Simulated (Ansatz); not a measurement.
# HfN: the cost of one run

Computed with Ansatz 0.2.0 (DFT r2SCAN, scalar-relativistic, plane waves, PAW, unless a step's input says otherwise).

1 further run of the same task is left out (set aside as unsound or not needed).

## 1. The system as given

The structure is hexagonal, space group P6_3/mmc (No. 194). The conventional cell has a = 3.144 Å, b = 3.144 Å, c = 5.425 Å, α = 90.00°, β = 90.00°, γ = 120.00°. Hf (site symmetry -6m2) has 6 N at 2.27 Å as nearest neighbours. N (site symmetry -3m) is surrounded by 6 Hf at 2.27 Å.

Coordinates:

```cif
data_structure
_symmetry_space_group_name_H-M 'P6_3/mmc'
_symmetry_Int_Tables_number 194
_cell_length_a 3.1443
_cell_length_b 3.1443
_cell_length_c 5.4252
_cell_angle_alpha 90.000
_cell_angle_beta 90.000
_cell_angle_gamma 120.000
_cell_volume 46.45
loop_
_atom_site_label
_atom_site_type_symbol
_atom_site_symmetry_multiplicity
_atom_site_Wyckoff_symbol
_atom_site_fract_x
_atom_site_fract_y
_atom_site_fract_z
_atom_site_occupancy
Hf1 Hf 2 c 0.66667 0.33333 0.75000 1
N1 N 2 a 0.00000 0.00000 0.00000 1
```

It goes back to an entry of the Materials Project, which need not be the stable form.

It is the result of an earlier relaxation at this level (volume 11.61 Å³/atom; gap on the mesh: none (metal)).

## 2. The reference cell

The reference gives a free energy of -32243.2192 eV, pressure -0.03 GPa, largest force 0.000 eV/Å and gap on the mesh none (metal). It was computed beforehand with the settings of the runs below.

## 3. Next: rattled cells

All atoms are moved at random with no net shift, in some cells together with a random strain.

## 4. At rms move = 0.330 Å

input.yaml reads:

```yaml
crystal:
  lattice:
    - [3.1351351671, 0.0120005562, -0.0180021686]
    - [-1.557174797, 2.705310372, 0.0242333387]
    - [-0.0310613303, 0.0303479095, 5.3882653052]
  atoms:
    - { symbol: Hf, position: [0.5957050488, 0.3506172878, 0.740922704] }
    - { symbol: Hf, position: [0.4230128103, 0.6797025816, 0.2852709041] }
    - { symbol: "N", position: [0.1164793398, 0.0225239937, -0.009724305] }
    - { symbol: "N", position: [-0.1351971988, -0.0528438631, 0.4835306969] }
basis:
  ecutwfc: 500
kpoints:
  mp_grid: { grid: [18, 18, 10] }
hamiltonian:
  xc: r2scan
scf:
  occupations: { method: gaussian, width: 0.15 }
output:
  forces: true
  stress: true
  eigenvalues: true
  write_density: true
  write_potential: true
  elf: true
  volumetric_format: npy
```

Command:

```console
ansatz run input.yaml --threads 2 --pin off --max-ram 5120MiB --backend cpu --events-out ev --progress --plain --runs-dir out
```

**Question.** How long does this run take on 2 threads of Oxide Virtual Turin-like (Zen 5), shared host, and how much memory does it need?

About 4.4 min, with a peak of 2.6 GiB.
